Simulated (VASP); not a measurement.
# AlN (P6_3mc) in VASP: notebook

The runs below take AlN through phonons, with r2SCAN, PBE.

Everything below comes from runs of VASP 6.6.1. Logs are shortened: lines on timing, memory, paths and dates and some standing lists are left out, and cuts for length are marked.

**1. The crystal as given**

It takes space group P6_3mc (No. 186, hexagonal). Conventional cell: a = 3.105 Å, b = 3.105 Å, c = 4.977 Å, α = 90.00°, β = 90.00°, γ = 120.00°. Around Al (site symmetry 3m) lie 4 N at 1.89 to 1.90 Å. N (site symmetry 3m) has 4 Al at 1.89 to 1.90 Å as nearest neighbours.

**2. Phonons, r2SCAN**

Contents of POSCAR:

```
AlN
1.0
    3.1053090007      0.0000000000      0.0000000000
   -1.5526545003      2.6892764812     -0.0000000000
   -0.0000000000      0.0000000000      4.9766095319
  Al              N
     2     2
Direct
     0.3333333332999970    0.6666666667000030    0.9992188694044928
     0.6666666667000030    0.3333333332999970    0.4992188694044928
     0.3333333332999970    0.6666666667000030    0.3807811305955098
     0.6666666667000030    0.3333333332999970    0.8807811305955098
```

Contents of INCAR.step1:

```
SYSTEM = AlN
ALGO = Normal
EDIFF = 1E-8
EDIFFG = -0.002
ENCUT = 600
IBRION = 2
ISIF = 3
ISMEAR = 0
KPAR = 2
LASPH = .TRUE.
LCHARG = .FALSE.
LMIXTAU = .TRUE.
LREAL = .FALSE.
LWAVE = .FALSE.
METAGGA = R2SCAN
NELM = 80
NSW = 40
PREC = Accurate
SIGMA = 0.03
```

Contents of INCAR.step2:

```
SYSTEM = AlN
ALGO = Normal
EDIFF = 1E-8
ENCUT = 600
IBRION = 6
ISIF = 2
ISMEAR = 0
KPAR = 2
LASPH = .TRUE.
LCHARG = .FALSE.
LMIXTAU = .TRUE.
LREAL = .FALSE.
LWAVE = .FALSE.
METAGGA = R2SCAN
NELM = 80
NFREE = 2
NSW = 1
POTIM = 0.015
PREC = Accurate
SIGMA = 0.03
```

Contents of KPOINTS:

```
k-points
0
G
  12 12 6
  0 0 0
```

Potentials or basis: VASP PAW PBE potentials, release 64 (Al, N).

Launch:

```console
> cat potpaw_PBE.64/Al/POTCAR potpaw_PBE.64/N/POTCAR > POTCAR
> cp INCAR.step1 INCAR
> mpirun -np 2 vasp_std > vasp.out
> cp CONTCAR POSCAR
> cp INCAR.step2 INCAR
> mpirun -np 2 vasp_std > vasp.out
```

OUTCAR:

```text
SYSTEM = AlN
   EDIFF = 1E-8
   ENCUT = 600
   IBRION = 6
   ISIF = 2
   ISMEAR = 0
   LASPH = .TRUE.
   LREAL = .FALSE.
   METAGGA = R2SCAN
   NELM = 80
   NFREE = 2
   NSW = 1
   POTIM = 0.015
   PREC = Accurate

 ion  position               nearest neighbor table
   1  0.333  0.667  0.999-   4 1.89   4 1.89   4 1.89   3 1.90   2 3.07   2 3.07   2 3.07   2 3.07
                             2 3.07   2 3.07
   2  0.667  0.333  0.499-   3 1.89   3 1.89   3 1.89   4 1.90   1 3.07   1 3.07   1 3.07   1 3.07
                             1 3.07   1 3.07
   3  0.333  0.667  0.381-   2 1.89   2 1.89   2 1.89   1 1.90
   4  0.667  0.333  0.881-   1 1.89   1 1.89   1 1.89   2 1.90

  LATTYP: Found a hexagonal cell.
 ALAT       =     3.1050430742
 C/A-ratio  =     1.6026364765

  Lattice vectors:

 A1 = (   3.1050430742,  -0.0000000000,   0.0000000000)
 A2 = (  -1.5525215370,   2.6890461821,   0.0000000000)
 A3 = (   0.0000000000,   0.0000000000,   4.9762552918)

Analysis of symmetry for initial positions (statically):
=====================================================================
 Subroutine PRICEL returns:
 Original cell was already a primitive cell.

 Routine SETGRP: Setting up the symmetry group for a
 hexagonal supercell.

 Subroutine GETGRP returns: Found 12 space group operations
 (whereof  6 operations were pure point group operations)
 out of a pool of 24 trial point group operations.

The static configuration has the point symmetry C_3v.
 The point group associated with its full space group is C_6v.

Analysis of symmetry for dynamics (positions and initial velocities):
=====================================================================
 Subroutine PRICEL returns:
 Original cell was already a primitive cell.

 Routine SETGRP: Setting up the symmetry group for a
 hexagonal supercell.

 Subroutine GETGRP returns: Found 12 space group operations
 (whereof  6 operations were pure point group operations)
 out of a pool of 24 trial point group operations.

The dynamic configuration has the point symmetry C_3v.
 The point group associated with its full space group is C_6v.

 Subroutine INISYM returns: Found 12 space group operations
 (whereof  6 operations are pure point group operations),
 and found     1 'primitive' translations

----------------------------------------------------------------------------------------

                                     Primitive cell

  volume of cell :      41.5498

  direct lattice vectors                    reciprocal lattice vectors
     3.105043074 -0.000000000  0.000000000     0.322056724  0.185939536  0.000000000
    -1.552521537  2.689046182  0.000000000     0.000000000  0.371879072  0.000000000
     0.000000000  0.000000000  4.976255292     0.000000000  0.000000000  0.200954320

  length of vectors
     3.105043074  3.105043074  4.976255292     0.371879072  0.371879072  0.200954320

  position of ions in fractional coordinates (direct lattice)
     0.333333333  0.666666667  0.999190229
     0.666666667  0.333333333  0.499190229
     0.333333333  0.666666667  0.380809771
     0.666666667  0.333333333  0.880809771

  ion indices of the primitive-cell ions
   primitive index   ion index
                 1           1
                 2           2
                 3           3
                 4           4

----------------------------------------------------------------------------------------

 KPOINTS: k-points

Automatic generation of k-mesh.
 Grid dimensions read from file:
[... 76 lines left out ...]
   NELECT =      16.0000    total number of electrons
   NUPDOWN=      -1.0000    fix difference up-down
   EMIN   =  10.00;   EMAX   =-10.00  energy-range for DOS
   EFERMI =   0.00;   METHOD = LEGACY
   ISMEAR =     0;   SIGMA  =   0.03  broadening in eV -4-tet -1-fermi 0-gaus
   EFERMI_NEDOS =   21; number of points for ismear=-14 and -15
   IALGO  =     38    algorithm
   IMIX   =      4    mixing-type and parameters
     AMIX     =   0.40;   BMIX     =  1.00
     AMIX_MAG =   1.60;   BMIX_MAG =  1.00
  volume/ion in A,a.u.               =      10.39        70.10
  Fermi-wavevector in a.u.,A,eV,Ry     =   1.191037  2.250734 19.300810  1.418570
  Thomas-Fermi vector in A             =   2.327108
   LORBIT       =      0    0 simple, 1 ext, 2 COOP (PROOUT), +10 PAW based schemes
   METAGGA = R2SCAN    functional components
   LHFCALC =     F    Hartree Fock is set to
   AEXX    =    0.0000 exact exchange contribution
   IVDW    =     0    specifies the selected vdW correction
   LEPSILON=     F    determine dielectric tensor
   LRPA    =     F    only Hartree local field effects (RPA)
 finite differences with symmetry
 non-spin polarized calculation
 Gauss-broadening in eV      SIGMA  =   0.03
  energy-cutoff  :      600.00
  volume of cell :       41.55
 maximum number of plane-waves:      1412
 NGX is ok and might be reduce to    28
   NGX = 13   NGY = 13   NGZ = 19

--------------------------------------- Ionic step        1  -------------------------------------------

 number of electron      15.9999999 magnetization

 Free energy of the ion-electron system (eV)
  ---------------------------------------------------
  ext. energy  EPLUGINS =         0.00000000
  ---------------------------------------------------
  free energy    TOTEN  =       -38.45582742 eV

  energy without entropy =      -38.45582742  energy(sigma->0) =      -38.45582742

------------------------ aborting loop because EDIFF is reached ----------------------------------------

  FORCE on cell =-STRESS in cart. coord.  units (eV):
  Direction    XX          YY          ZZ          XY          YZ          ZX
  --------------------------------------------------------------------------------------
  -------------------------------------------------------------------------------------
  Total        0.0056784      0.0056784     -0.0050365      0.0000000      0.0000000      0.0000000
  in kB        0.2189619      0.2189619     -0.1942104      0.0000000      0.0000000      0.0000000
  external PRESSURE =       0.0812378 kB  Pullay stress =       0.0000000 kB
[... 291 lines left out ...]
--------------------------------------- Ionic step        9  -------------------------------------------

 number of electron      16.0000000 magnetization

 Free energy of the ion-electron system (eV)
  ---------------------------------------------------
  ext. energy  EPLUGINS =         0.00000000
  ---------------------------------------------------
  free energy    TOTEN  =       -38.45351975 eV

  energy without entropy =      -38.45351975  energy(sigma->0) =      -38.45351975

 E-fermi :   6.0374     XC(G=0): -11.4233

 val. band max:        5.9069382186   @ k =   0.0000   0.0000   0.0000
 cond. band min:      10.8641885965   @ k =   0.0000   0.0000   0.0000
 fundamental gap:      4.9572503779
 Fermi energy:         6.0374227097

 k-point     1 :       0.0000    0.0000    0.0000
  band No.  band energies     occupation
      1     -10.0576      2.00000
      2      -7.9304      2.00000
      3      -0.1522      2.00000
      4       5.0584      2.00000
      5       5.0584      2.00000
      6       5.7194      2.00000
      7       5.7194      2.00000
      8       5.9069      2.00000
      9      10.8642      0.00000
     10      13.4818      0.00000
     11      17.5366      0.00000
     12      17.9917      0.00000
[... 331 lines left out ...]
 k-point    24 :       0.3333    0.0000    0.1667
  band No.  band energies     occupation
      1      -8.7331      2.00000
      2      -7.5237      2.00000
      3       0.9570      2.00000
      4       1.9399      2.00000
      5       2.5638      2.00000
      6       4.1282      2.00000
      7       5.1082      2.00000
      8       5.2691      2.00000
      9      12.4791      0.00000
     10      13.3397      0.00000
     11      15.3661      0.00000
     12      17.0369      0.00000

 [... further k-points ...]
[... 5 lines left out ...]
  --------------------------------------------------------------------------------------
  -------------------------------------------------------------------------------------
  Total       -0.0758553     -0.0758553      0.1893225     -0.0000000     -0.0000000     -0.0000000
  in kB       -2.9250138     -2.9250138      7.3003600     -0.0000000     -0.0000000     -0.0000000
  external PRESSURE =       0.4834441 kB  Pullay stress =       0.0000000 kB
[... 19 lines left out ...]
  FREE ENERGIE OF THE ION-ELECTRON SYSTEM (eV)
  ---------------------------------------------------
  free  energy   TOTEN  =       -38.4535197511 eV

  energy  without entropy=      -38.4535197511  energy(sigma->0) =      -38.45351975

 INTERNAL STRAIN TENSORS FROM DISPLACED ATOMS
 ============================================

 INTERNAL STRAIN TENSOR FOR ION    1 for displacements in x,y,z  (eV/Angst):
          X           Y           Z          XY          YZ          ZX
  --------------------------------------------------------------------------------
  x    -0.00000     0.00000     0.00000    -8.97693    -0.00000    -5.30450
  y    -8.97693     8.97693     0.00000     0.00000    -5.30451    -0.00000
  z    -5.54228    -5.54228    12.27221    -0.00000     0.00000    -0.00000

 INTERNAL STRAIN TENSOR FOR ION    4 for displacements in x,y,z  (eV/Angst):
          X           Y           Z          XY          YZ          ZX
  --------------------------------------------------------------------------------
  x     0.00000    -0.00000    -0.00000    10.74984     0.00000     5.30825
  y    10.74984   -10.74984    -0.00000    -0.00000     5.30825     0.00000
  z     5.53734     5.53734   -12.34659     0.00000     0.00000    -0.00000

 Eigenvectors and eigenvalues of the dynamical matrix
 ----------------------------------------------------

   1 f  =   22.267322 THz   139.909709 2PiTHz  742.757906 cm-1    92.090202 meV
             X         Y         Z           dx          dy          dz
     -0.000000  1.792697  4.972226     0.000000    0.000000   -0.017639
      1.552522  0.896349  2.484098     0.000000    0.000000    0.017639
     -0.000000  1.792697  1.895007    -0.000000   -0.000000   -0.706887
      1.552522  0.896349  4.383134    -0.000000   -0.000000    0.706887
[... 71 lines left out ...]
  12 f/i=    0.019634 THz     0.123365 2PiTHz    0.654925 cm-1     0.081200 meV
             X         Y         Z           dx          dy          dz
     -0.000000  1.792697  4.972226    -0.000000    0.000000   -0.574175
      1.552522  0.896349  2.484098    -0.000000    0.000000   -0.574175
     -0.000000  1.792697  1.895007    -0.000000    0.000000   -0.412701
      1.552522  0.896349  4.383134    -0.000000    0.000000   -0.412701

 ELASTIC MODULI CONTR FROM IONIC RELAXATION (kBar)
 Direction    XX          YY          ZZ          XY          YZ          ZX
 --------------------------------------------------------------------------------
 XX        -705.9674    348.8114    396.7999     -0.0000      0.0000     -0.0000
 YY         348.8114   -705.9674    396.7999     -0.0000     -0.0000      0.0000
 ZZ         396.7999    396.7999   -881.6885      0.0000      0.0000     -0.0000
 XY          -0.0000     -0.0000      0.0000   -527.3894     -0.0000     -0.0000
 YZ           0.0000      0.0000      0.0000     -0.0000   -137.5923     -0.0000
 ZX          -0.0000      0.0000     -0.0000     -0.0000     -0.0000   -137.5920
 --------------------------------------------------------------------------------
```

It took 37 min on 2 MPI ranks of Intel Xeon Platinum 8488C (Sapphire Rapids), shared host; peak memory 0.5 GiB.

What came out:

| Item | Value |
| --- | --- |
| Highest phonon frequency at Γ, LO-TO splitting left out | 743 cm⁻¹ |

Phonon frequencies in cm⁻¹ (negative: imaginary):
```
              q point                                 frequencies
(0.000, 0.000, 0.000)  -1 0 0 250 250 559 626 670 670 682 682 743
```

Caveat: the PAW data sets were made with another functional, which shifts forces and pressure a little.

**3. Phonons, PBE**

This run uses another cell than the first one, of 10.62 Å³/atom, 1.023 times its volume.

Contents of POSCAR:

```
AlN
1.0
    3.1278661593      0.0000000000      0.0000000000
   -1.5639330796      2.7088115535      0.0000000000
    0.0000000000      0.0000000000      5.0159256132
  Al              N
     2     2
Direct
     0.3333333332999970    0.6666666667000030    0.9992990147954544
     0.6666666667000030    0.3333333332999970    0.4992990147954544
     0.3333333332999970    0.6666666667000030    0.3807009852045482
     0.6666666667000030    0.3333333332999970    0.8807009852045482
```

Contents of INCAR.step1:

```
ALGO = Normal
EDIFF = 1E-8
EDIFFG = -0.002
ENCUT = 600
GGA = PE
IBRION = 2
ISIF = 3
ISMEAR = 0
KPAR = 2
LASPH = True
LCHARG = False
LREAL = False
LWAVE = False
NELM = 80
NSW = 40
PREC = Accurate
SIGMA = 0.03
```

Contents of INCAR.step2:

```
ALGO = Normal
EDIFF = 1E-8
ENCUT = 600
GGA = PE
IBRION = 6
ISIF = 2
ISMEAR = 0
KPAR = 2
LASPH = True
LCHARG = False
LREAL = False
LWAVE = False
NELM = 80
NFREE = 2
NSW = 1
POTIM = 0.015
PREC = Accurate
SIGMA = 0.03
```

Contents of KPOINTS:

```
k-points
0
Gamma
  12 12 6
```

Potentials or basis: VASP PAW PBE potentials, release 64 (Al, N).

Launch:

```console
> cat potpaw_PBE.64/Al/POTCAR potpaw_PBE.64/N/POTCAR > POTCAR
> cp INCAR.step1 INCAR
> mpirun -np 2 vasp_std > vasp.out
> cp CONTCAR POSCAR
> cp INCAR.step2 INCAR
> mpirun -np 2 vasp_std > vasp.out
```

OUTCAR:

```text
EDIFF = 1E-8
   ENCUT = 600
   GGA = PE
   IBRION = 6
   ISIF = 2
   ISMEAR = 0
   LASPH = True
   LREAL = False
   NELM = 80
   NFREE = 2
   NSW = 1
   POTIM = 0.015
   PREC = Accurate

 ion  position               nearest neighbor table
   1  0.333  0.667  0.999-   4 1.90   4 1.90   4 1.90   3 1.91   2 3.09   2 3.09   2 3.09   2 3.09
                             2 3.09   2 3.09
   2  0.667  0.333  0.499-   3 1.90   3 1.90   3 1.90   4 1.91   1 3.09   1 3.09   1 3.09   1 3.09
                             1 3.09   1 3.09
   3  0.333  0.667  0.381-   2 1.90   2 1.90   2 1.90   1 1.91
   4  0.667  0.333  0.881-   1 1.90   1 1.90   1 1.90   2 1.91

  LATTYP: Found a hexagonal cell.
 ALAT       =     3.1277618655
 C/A-ratio  =     1.6035652480

  Lattice vectors:

 A1 = (   3.1277618655,  -0.0000000000,   0.0000000000)
 A2 = (  -1.5638809327,   2.7087212324,   0.0000000000)
 A3 = (   0.0000000000,   0.0000000000,   5.0155702316)
[... 876 lines left out ...]
  external PRESSURE =       0.4539943 kB  Pullay stress =       0.0000000 kB
[... 19 lines left out ...]
  FREE ENERGIE OF THE ION-ELECTRON SYSTEM (eV)
  ---------------------------------------------------
  free  energy   TOTEN  =       -29.7813583649 eV

  energy  without entropy=      -29.7813583649  energy(sigma->0) =      -29.78135836

 INTERNAL STRAIN TENSORS FROM DISPLACED ATOMS
 ============================================

 INTERNAL STRAIN TENSOR FOR ION    1 for displacements in x,y,z  (eV/Angst):
          X           Y           Z          XY          YZ          ZX
  --------------------------------------------------------------------------------
  x    -0.00000     0.00000    -0.00000    -8.24421    -0.00000    -4.92859
  y    -8.24421     8.24421     0.00000     0.00000    -4.92859    -0.00000
  z    -5.08677    -5.08677    11.25176    -0.00000     0.00000    -0.00000

 INTERNAL STRAIN TENSOR FOR ION    4 for displacements in x,y,z  (eV/Angst):
          X           Y           Z          XY          YZ          ZX
  --------------------------------------------------------------------------------
  x     0.00000    -0.00000    -0.00000     9.88139     0.00000     4.92569
  y     9.88139    -9.88139    -0.00000    -0.00000     4.92569     0.00000
  z     5.09475     5.09475   -11.25612     0.00000     0.00000    -0.00000

 Eigenvectors and eigenvalues of the dynamical matrix
 ----------------------------------------------------

   1 f  =   21.217340 THz   133.312480 2PiTHz  707.734290 cm-1    87.747829 meV
             X         Y         Z           dx          dy          dz
     -0.000000  1.805814  5.011829     0.000000   -0.000000   -0.007254
      1.563881  0.902907  2.504044     0.000000   -0.000000    0.007254
     -0.000000  1.805814  1.909658    -0.000000    0.000000   -0.707070
      1.563881  0.902907  4.417443    -0.000000    0.000000    0.707070
[... 71 lines left out ...]
  12 f/i=    0.000153 THz     0.000963 2PiTHz    0.005114 cm-1     0.000634 meV
             X         Y         Z           dx          dy          dz
     -0.000000  1.805814  5.011829     0.000000    0.000000    0.573740
      1.563881  0.902907  2.504044     0.000000    0.000000    0.573740
     -0.000000  1.805814  1.909658     0.000000    0.000000    0.413307
      1.563881  0.902907  4.417443     0.000000    0.000000    0.413307

 ELASTIC MODULI CONTR FROM IONIC RELAXATION (kBar)
 Direction    XX          YY          ZZ          XY          YZ          ZX
 --------------------------------------------------------------------------------
 XX        -640.9585    317.0695    358.0043     -0.0000      0.0000      0.0000
 YY         317.0695   -640.9585    358.0043     -0.0000     -0.0000     -0.0000
 ZZ         358.0043    358.0043   -791.4259      0.0000     -0.0000      0.0000
 XY          -0.0000     -0.0000      0.0000   -479.0140     -0.0000     -0.0000
 YZ           0.0000      0.0000     -0.0000     -0.0000   -127.3987     -0.0000
 ZX           0.0000     -0.0000      0.0000      0.0000     -0.0000   -127.3987
 --------------------------------------------------------------------------------
```

Wall time 4 min (2 MPI ranks of AMD EPYC 9R45 (Zen 5), shared host); peak memory 0.49 GiB.

What came out:

| Quantity | Value |
| --- | --- |
| Highest phonon frequency at Γ, LO-TO splitting left out | 708 cm⁻¹ |

Phonon frequencies in cm⁻¹ (negative: imaginary):
```tsv
q point	frequencies
(0.000, 0.000, 0.000)	0 0 0 237 237 537 597 639 639 651 651 708
```
